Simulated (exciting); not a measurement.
# BP (F-43m) in exciting: single point with PBEsol

Aim: the single point of BP with PBEsol.

Program: exciting (release sodium). These are calculated values, not measurements. Logs are shortened: lines on timing, memory, paths and dates and some standing lists are left out, and cuts for length are marked.

**1. The structure**

It takes space group F-43m (No. 216, cubic). The conventional cell has a = 4.538 Å, b = 4.538 Å, c = 4.538 Å, α = 90.00°, β = 90.00°, γ = 90.00°. P (site symmetry -43m) is surrounded by 4 B at 1.97 Å. B (site symmetry -43m) is surrounded by 4 P at 1.97 Å.

**2. Single point, PBEsol**

input.xml

```xml
<input>
  <title>BP</title>
  <structure speciespath="./" tshift="false">
    <crystal scale="1">
      <basevect>0.000000000000 4.287788576776 4.287788576776</basevect>
      <basevect>4.287788576776 0.000000000000 4.287788576776</basevect>
      <basevect>4.287788576776 4.287788576776 0.000000000000</basevect>
    </crystal>
    <species speciesfile="P.xml" rmt="2">
      <atom coord="0.750000000000 0.750000000000 0.750000000000"/>
    </species>
    <species speciesfile="B.xml" rmt="1.45">
      <atom coord="0.000000000000 0.000000000000 0.000000000000"/>
    </species>
  </structure>
  <groundstate do="fromscratch" ngridk="6 6 6" rgkmax="6" gmaxvr="14" lmaxapw="10" lmaxmat="10" lmaxvr="8" xctype="GGA_PBE_SOL" stype="Gaussian" swidth="0.00183747" nempty="10" ValenceRelativity="iora*" epsengy="1e-06" epspot="1e-06" maxscl="80" tforce="true" outputlevel="high"/>
  <properties>
    <chargedensityplot>
      <plot3d>
        <box grid="17 17 17">
          <origin coord="0 0 0"/>
          <point coord="1 0 0"/>
          <point coord="0 1 0"/>
          <point coord="0 0 1"/>
        </box>
      </plot3d>
    </chargedensityplot>
    <elfplot>
      <plot3d>
        <box grid="17 17 17">
          <origin coord="0 0 0"/>
          <point coord="1 0 0"/>
          <point coord="0 1 0"/>
          <point coord="0 0 1"/>
        </box>
      </plot3d>
    </elfplot>
    <exccplot>
      <plot3d>
        <box grid="17 17 17">
          <origin coord="0 0 0"/>
          <point coord="1 0 0"/>
          <point coord="0 1 0"/>
          <point coord="0 0 1"/>
        </box>
      </plot3d>
    </exccplot>
  </properties>
</input>
```

Potentials or basis: all-electron LAPW+lo, shipped species files, valence relativity iora*.

Launch:

```console
$ OMP_NUM_THREADS=4 exciting_smp
```

INFO.OUT:

```text
================================================================================
EXCITING SODIUM started
[... 10 lines left out ...]

 Lattice vectors (cartesian) :
      0.0000000000      4.2877885768      4.2877885768
      4.2877885768      0.0000000000      4.2877885768
      4.2877885768      4.2877885768      0.0000000000

 Reciprocal lattice vectors (cartesian) :
     -0.7326836660      0.7326836660      0.7326836660
      0.7326836660     -0.7326836660      0.7326836660
      0.7326836660      0.7326836660     -0.7326836660

 Unit cell volume                           :     157.6631083321
 Brillouin zone volume                      :       1.5732926749

 Species :    1 (P)
     parameters loaded from                 :    P.xml
     name                                   :    phosphorus
     nuclear charge                         :     -15.00000000
     electronic charge                      :      15.00000000
     atomic mass                            :   56461.71408000
     muffin-tin radius                      :       2.00000000
     # of radial points in muffin-tin       :     300

     atomic positions (lattice) :
       1 :   0.75000000  0.75000000  0.75000000

 Species :    2 (B)
     parameters loaded from                 :    B.xml
     name                                   :    boron
     nuclear charge                         :      -5.00000000
     electronic charge                      :       5.00000000
     atomic mass                            :   19707.24741000
     muffin-tin radius                      :       1.45000000
     # of radial points in muffin-tin       :     250

     atomic positions (lattice) :
       1 :   0.00000000  0.00000000  0.00000000

 Total number of atoms per unit cell        :       2

 Spin treatment                             :    spin-unpolarised

 Number of Bravais lattice symmetries       :      48
 Number of crystal symmetries               :      24

 k-point grid                               :       6    6    6
 Total number of k-points                   :      22
 k-point set is reduced with crystal symmetries

 R^MT_min * |G+k|_max (rgkmax)              :       6.00000000
 Species with R^MT_min                      :       2 (B)
 Maximum |G+k| for APW functions            :       4.13793103
 Maximum |G| for potential and density      :      14.00000000
 Polynomial order for pseudochg. density    :       9

 G-vector grid sizes                        :      30    30    30
 Total number of G-vectors                  :    7391

 Maximum angular momentum used for
     APW functions                          :      10
     computing H and O matrix elements      :      10
     potential and density                  :       8
     inner part of muffin-tin               :       2

 Total nuclear charge                       :     -20.00000000
 Total electronic charge                    :      20.00000000
 Total core charge                          :      12.00000000
 Total valence charge                       :       8.00000000

 Effective Wigner radius, r_s               :       1.23463095

 Number of empty states                     :      10
 Total number of valence states             :      15

 Maximum Hamiltonian size                   :     204
 Maximum number of plane-waves              :     196
 Total number of local-orbitals             :       8

 Exchange-correlation type                  :      22
     PBEsol, Phys. Rev. Lett. 100, 136406 (2008)
     Generalised gradient approximation (GGA)

 Smearing scheme                            :    Gaussian
 Smearing width                             :       0.00183747

[... 7 lines left out ...]
* Groundstate module started                                                   *
********************************************************************************
 Output level for this task is set to high

++++++++++++++++++++++++++++++++++++++++++++++++++++++++++++++++++++++++++++++++
[... 5 lines left out ...]
+ SCF iteration number :    1                                                  +
++++++++++++++++++++++++++++++++++++++++++++++++++++++++++++++++++++++++++++++++
 Total energy                               :      -366.45225355
 _______________________________________________________________
 Fermi energy                               :         0.29349085
 Kinetic energy                             :       367.00241420
 Coulomb energy                             :      -706.82909110
 Exchange energy                            :       -25.74000899
 Correlation energy                         :        -0.88556766
 Sum of eigenvalues                         :      -200.05199260
 Effective potential energy                 :      -567.05440680
 Coulomb potential energy                   :      -532.33377419
 xc potential energy                        :       -34.72063262
 Hartree energy                             :       111.24016973
 Electron-nuclear energy                    :      -754.81411365
 Nuclear-nuclear energy                     :       -63.25514718
 Madelung energy                            :      -440.66220401
 Core-electron kinetic energy               :         0.00000000
[... 391 lines left out ...]
 RMS change in effective potential (target) :  0.345224E-01  ( 0.100000E-05)
 Absolute change in total energy   (target) :  0.496733E-01  ( 0.100000E-05)
 Charge distance                   (target) :  0.301704E-03  ( 0.100000E-04)
 Abs. change in max-nonIBS-force   (target) :   0.00000      ( 0.500000E-04)

++++++++++++++++++++++++++++++++++++++++++++++++++++++++++++++++++++++++++++++++
[... 7 further cycles ...]
+ SCF iteration number :   18                                                  +
++++++++++++++++++++++++++++++++++++++++++++++++++++++++++++++++++++++++++++++++
 Total energy                               :      -366.28674668
 _______________________________________________________________
 Fermi energy                               :         0.31632085
 Kinetic energy                             :       367.23288899
 Coulomb energy                             :      -706.91847743
 Exchange energy                            :       -25.71200169
 Correlation energy                         :        -0.88915655
 Sum of eigenvalues                         :      -199.65850909
 Effective potential energy                 :      -566.89139808
 Coulomb potential energy                   :      -532.20283898
 xc potential energy                        :       -34.68855910
 Hartree energy                             :       111.46049127
 Electron-nuclear energy                    :      -755.12382152
 Nuclear-nuclear energy                     :       -63.25514718
 Madelung energy                            :      -440.81705794
 Core-electron kinetic energy               :         0.00000000
[... 396 lines left out ...]
 RMS change in effective potential (target) :  0.779428E-08  ( 0.100000E-05)
 Absolute change in total energy   (target) :  0.949486E-07  ( 0.100000E-05)
 Charge distance                   (target) :  0.971206E-09  ( 0.100000E-04)
 Abs. change in max-nonIBS-force   (target) :   0.00000      ( 0.500000E-04)

++++++++++++++++++++++++++++++++++++++++++++++++++++++++++++++++++++++++++++++++
| Convergency criteria checked for the last 2 iterations                       +
| Convergence targets achieved. Performing final SCF iteration                 +
++++++++++++++++++++++++++++++++++++++++++++++++++++++++++++++++++++++++++++++++
 Total energy                               :      -366.28653525
 _______________________________________________________________
 Fermi energy                               :         0.31631945
 Kinetic energy                             :       367.23298976
 Coulomb energy                             :      -706.91837153
 Exchange energy                            :       -25.71199727
 Correlation energy                         :        -0.88915622
 Sum of eigenvalues                         :      -199.65844691
 Effective potential energy                 :      -566.89143668
 Coulomb potential energy                   :      -532.20288396
 xc potential energy                        :       -34.68855272
 Hartree energy                             :       111.46034038
 Electron-nuclear energy                    :      -755.12356473
 Nuclear-nuclear energy                     :       -63.25514718
 Madelung energy                            :      -440.81692954
 Core-electron kinetic energy               :         0.00000000

 DOS at Fermi energy (states/Ha/cell)       :         0.00000000

 Electron charges :
     core                                   :        12.00000000
     core leakage                           :         0.00182011
     valence                                :         8.00000000
     interstitial                           :         3.86600403
     charge in muffin-tin spheres :
                  atom     1     P          :        12.91727727
                  atom     2     B          :         3.21671870
     total charge in muffin-tins            :        16.13399597
     total charge                           :        20.00000000

 Estimated fundamental gap                  :         0.04507074
        valence-band maximum at    1      0.0000  0.0000  0.0000
     conduction-band minimum at   16      0.5000  0.5000  0.0000

++++++++++++++++++++++++++++++++++++++++++++++++++++++++++++++++++++++++++++++++
+ Self-consistent loop stopped                                                 +
++++++++++++++++++++++++++++++++++++++++++++++++++++++++++++++++++++++++++++++++
 STATE.OUT is written

--------------------------------------------------------------------------------
- Writing atomic positions and forces                                          -
--------------------------------------------------------------------------------

 Atomic positions (lattice) :
 atom     1   P  :     0.75000000    0.75000000    0.75000000
 atom     2   B  :     0.00000000    0.00000000    0.00000000

 Total atomic forces including IBS (cartesian) :
 atom     1   P  :    -0.00000000    0.00000000   -0.00000000
 atom     2   B  :     0.00000000   -0.00000000    0.00000000

 Atomic force components including IBS (cartesian) :
 atom     1   P  :     0.00000000    0.00000000    0.00000000   HF force
                 :     0.00000000   -0.00000000   -0.00000000   core correction
                 :     0.00000000   -0.00000000   -0.00000000   IBS correction
 atom     2   B  :    -0.00000000   -0.00000000   -0.00000000   HF force
                 :    -0.00000000    0.00000000    0.00000000   core correction
                 :     0.00000000    0.00000000    0.00000000   IBS correction

********************************************************************************
* Groundstate module stopped                                                   *
********************************************************************************

================================================================================
| EXCITING SODIUM stopped                                                      =
================================================================================
```

Run time: 44 s. Hardware: 4 threads of Arm Neoverse V2, shared host; peak memory 0.12 GiB.

What came out:

```yaml
Free_energy: -9967.1644 eV
Band_gap_on_the_k_mesh: 1.23 eV, indirect (least direct gap 3.36 eV)
All_electrons_inside_the_program's_atomic_spheres: P 12.92; B 3.22 (radii P 2.0, B 1.45 bohr)
```
